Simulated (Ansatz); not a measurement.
SnO2:

```
Sn O
1.0
    -2.00007    2.00007    5.12368
     2.00007   -2.00007    5.12368
     2.00007    2.00007   -5.12368
Sn O
2 4
Direct
  0.00000 0.00000 0.00000
  0.75000 0.25000 0.50000
  0.54652 0.04652 0.50000
  0.20348 0.20348 0.00000
  0.95348 0.45348 0.50000
  0.79652 0.79652 0.00000
```

Measurements of this composition are mostly on another form, of space group No. 136.

Base run:

- Program: Ansatz 0.2.0
- Functional: PBE
- Potentials or basis: Ansatz PAW
- Cutoff: 420 eV (not typed: the program's choice for these potentials)
- k mesh: 7 × 7 × 7
- Occupations: fermi-dirac, width 0.05 eV
- Spin: spin-orbit coupling, no magnetisation

Its results: band gap on the k mesh 1.65 eV, indirect (least direct gap 2.03 eV); pressure 5.8 GPa; largest force 0.038 eV/Å.

Q: The run is repeated on the same cell with these changes: functional from PBE to PBEsol. What comes out?

A: Band gap on the k mesh 1.56 eV, indirect (least direct gap 1.95 eV); pressure 0.6 GPa; largest force 0.084 eV/Å.

PBEsol binds more tightly than PBE, so the same cell stands under less pressure.

Caveats: the PAW data sets come from PBE, with cores solved anew for the run's functional, which leaves a small shift of forces and pressure (some runs).
